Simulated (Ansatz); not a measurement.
Crystal: Al2O3 (Corundum).

```
Al O
1.0
     2.38025    1.37424    4.33187
    -2.38025    1.37424    4.33187
     0.00000   -2.74848    4.33187
Al O
4 6
Direct
  0.85216 0.85216 0.85216
  0.64784 0.64784 0.64784
  0.14784 0.14784 0.14784
  0.35216 0.35216 0.35216
  0.05668 0.75000 0.44332
  0.75000 0.44332 0.05668
  0.44332 0.05668 0.75000
  0.94332 0.25000 0.55668
  0.25000 0.55668 0.94332
  0.55668 0.94332 0.25000
```

Base run:

| Quantity | Value |
| --- | --- |
| Program | Ansatz 0.2.0 |
| Functional | PBEsol |
| Potentials or basis | Ansatz PAW |
| Cutoff | 420 eV (not typed: the program's choice for these potentials) |
| k mesh | 7 × 7 × 7 |
| Occupations | fermi-dirac, width 0.05 eV |
| Spin | no spin polarisation |

Its results: band gap on the k mesh 6.11 eV, direct; pressure 1.7 GPa; largest force 0.081 eV/Å.

Question: The run is repeated on the same cell with these changes: functional from PBEsol to RPBE. What comes out?

Answer: Band gap on the k mesh 6.31 eV, direct; pressure 12.6 GPa; largest force 0.044 eV/Å.

RPBE binds less tightly than PBEsol, so the same cell stands under more pressure.

Caveats: the PAW data sets come from PBE, with cores solved anew for the run's functional, which leaves a small shift of forces and pressure.
